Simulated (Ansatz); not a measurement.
Ga under changes of volume

One of the cells (17.718 Å³/atom); the others are scaled copies at fixed shape and fractional positions:

```
CELL_PARAMETERS angstrom
-1.38440 1.38440 2.31122
1.38440 -1.38440 2.31122
1.38440 1.38440 -2.31122
ATOMIC_POSITIONS crystal
Ga 0.00000 0.00000 0.00000
```

This isn't the form of Ga at room conditions, which is orthorhombic.

```yaml
Program: Ansatz 0.2.0
Functional: r2SCAN
Potentials_or_basis: Ansatz PAW
Cutoff: "500 eV (not typed: the program's choice for these potentials)"
k_mesh: 13 × 13 × 13
Occupations: fermi-dirac, width 0.05 eV
Spin: no spin polarisation
```

```tsv
volume (Å³/atom)	energy over the lowest point (meV/atom)	pressure (GPa)
16.655	15.68	4.7
17.010	7.06	3.0
17.364	?	?
17.718	0.00	0.2
18.073	0.89	-1.0
18.427	4.31	-2.0
18.781	9.97	-3.0
```

Task: What does the run at 17.364 Å³/atom give?

Result: Energy over the lowest point 1.95 meV/atom; pressure 1.5 GPa.

Worked out: A Birch-Murnaghan fit of order 3 (a polynomial in V^(-2/3)) to the other rows has its minimum at 17.78 Å³/atom with B0 = V·E''(V) = 63 GPa and B' = 4.5 at fixed shape and positions, which overstates the stiffness. It gives 1.96 meV/atom at 17.364 Å³/atom, against the run's 1.95, and -dE/dV = 1.6 GPa, against 1.5.

Energies are extrapolated to zero smearing.

Caveats: the PAW data sets come from PBE, with cores solved anew for the run's functional, which leaves a small shift of forces and pressure.
